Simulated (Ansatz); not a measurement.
# TiO2: the cost of one run

Method: DFT PBEsol, scalar-relativistic, plane waves, PAW, in Ansatz 0.2.0.

1 further run of the same task is left out (set aside as unsound or not needed).

### 1 The starting structure

Symmetry: P4_2/mnm, No. 136, tetragonal system. Conventional cell: a = 4.591 Å, b = 4.591 Å, c = 2.939 Å, α = 90.00°, β = 90.00°, γ = 90.00°. Ti (site symmetry mmm) has 6 O at 1.94 to 1.98 Å as nearest neighbours. O (site symmetry m2m) is surrounded by 3 Ti at 1.94 to 1.98 Å.

Coordinates:

```xyz
6
Lattice="4.5912 0.0000 0.0000 0.0000 4.5912 0.0000 0.0000 0.0000 2.9390" Properties=species:S:1:pos:R:3 pbc="T T T"
Ti    0.0000    0.0000    0.0000
Ti    2.2956    2.2956    1.4695
O     1.3978    1.3978    0.0000
O     0.8979    3.6934    1.4695
O     3.1935    3.1935    0.0000
O     3.6934    0.8979    1.4695
```

This cell was relaxed beforehand with the same method: volume 10.33 Å³/atom, gap on the mesh 1.87 eV.

### 2 The bulk's band edges

Contents of input.yaml:

```yaml
crystal:
  lattice:
    - [4.5912476139, 0.0, 0.0]
    - [0.0, 4.5912476139, 0.0]
    - [0.0, 0.0, 2.9389940238]
  atoms:
    - { symbol: Ti, position: [0.0, 0.0, 0.0] }
    - { symbol: Ti, position: [0.5, 0.5, 0.5] }
    - { symbol: O, position: [0.3044387441, 0.3044387441, 0.0] }
    - { symbol: O, position: [0.1955612559, 0.8044387441, 0.5] }
    - { symbol: O, position: [0.6955612559, 0.6955612559, 0.0] }
    - { symbol: O, position: [0.8044387441, 0.1955612559, 0.5] }
basis:
  ecutwfc: 420
kpoints:
  mp_grid: { grid: [6, 6, 10] }
  band_path: { path: [VBM, CBM], npoints: 2 }
hamiltonian:
  xc: pbesol
scf:
  occupations: { method: gaussian, width: 0.02 }
output:
  forces: true
  stress: true
  eigenvalues: true
```

Started as:

```sh
$ ansatz run input.yaml --threads 2 --pin off --max-ram 5120MiB --backend cpu --events-out ev --progress --plain --runs-dir out
```

What time and memory should one allow on 2 threads of Intel Xeon Platinum 8259CL at 2.50GHz (Skylake/Cascade Lake), shared host?

About 10 s, with a peak of 0.45 GiB.
